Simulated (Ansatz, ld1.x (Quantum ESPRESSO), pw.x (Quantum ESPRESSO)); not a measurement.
## Equation-of-state test of one TM potential (lanthanum (La))

* Element: La (Z = 57)
* Generator: ld1.x (Quantum ESPRESSO) 7.5
* Type: norm-conserving Troullier–Martins (Kleinman–Bylander form)
* Functional: PBE
* Relativity: scalar-relativistic
* Frozen core: [Kr] 4d10 5s2
* Valence charge: 9
* Reference configuration: 4f0 5p6 5d1 6s2 6p0
* Partial waves: 5p (bound): rc 2.65 bohr; 5d (bound): rc 2.35 bohr; 4f (bound, empty): rc 1.30 bohr; 6s (bound): rc 3.50 bohr
* Local potential: the s channel
* Core correction: a·sin(br)/r model core inside 1.58 bohr

Atomic tests: cutoffs needed: 15 Ry and 21 Ry (the cutoffs (Ry, on a coarse ladder) from which the occupation-weighted sum of valence levels, in a spherical-Bessel basis at the reference potential, stays within 10 and 1 mRy of its value at 400 Ry) The cutoffs count occupied waves only; the empty 4f level needs 160 Ry at the loose tolerance.; ghost test: no extra level below or beside the all-electron valence levels (p, d, f, s tested) (spherical-Bessel basis up to 400 Ry, 20 bohr box); configuration tests: 1 of 7 tests not solved or not reliable.

Crystal test: fcc La in pw.x 7.5, no spin, 11³ k-points, Fermi–Dirac smearing 0.01 Ry, cutoffs 50/200 Ry. The reference is all-electron LAPW (Ansatz 0.2.0) with the same functional, mesh and smearing; V0 and B0 come from Birch–Murnaghan fits to the pressures at five volumes. Errors are pseudo minus all-electron; Δ is the rms difference of the E(V) curves that follow from these fits, minima aligned, over ±6 % about the mean V0. Mesh and smearing are coarse, so the numbers serve the comparison and aren't converged zero-temperature values; the lattice is a test structure that the element need not adopt.

| V (Å³/atom) | P all-electron (GPa) | P pseudo (GPa) |
| --- | --- | --- |
| 35.141 | 1.54 | 12.06 |
| 36.065 | 0.81 | 10.27 |
| 36.990 | 0.14 | 8.68 |
| 37.915 | -0.46 | 7.27 |
| 38.840 | -1.01 | 6.02 |

All-electron: a0 = 5.299 Å (V0 = 37.20 Å³/atom), B0 = 25.0 GPa.

Pseudopotential: mean pressure error (GPa): +8.66. The pressure does not cross zero within the volumes sampled, so no fit is given. This is a poor potential for the solid. Atomic configuration tests: 1 of 7 tests not solved or not reliable.

Task: At the middle volume, how do free energy and pressure move when the wave cutoff is lowered (ecutrho kept at four times it)?

Result:

| cutoff (Ry) | shift of F (meV/atom) | shift of P (GPa) |
| --- | --- | --- |
| 22 | +12.7 | -0.10 |
| 30 | +7.0 | +0.05 |
| 40 | +2.9 | +0.05 |

The run at the middle volume (56 k-points, 6 iterations) took about 6.7 s on one core of a shared host (Neoverse-V2, 96 threads, 742 GiB, load 32).
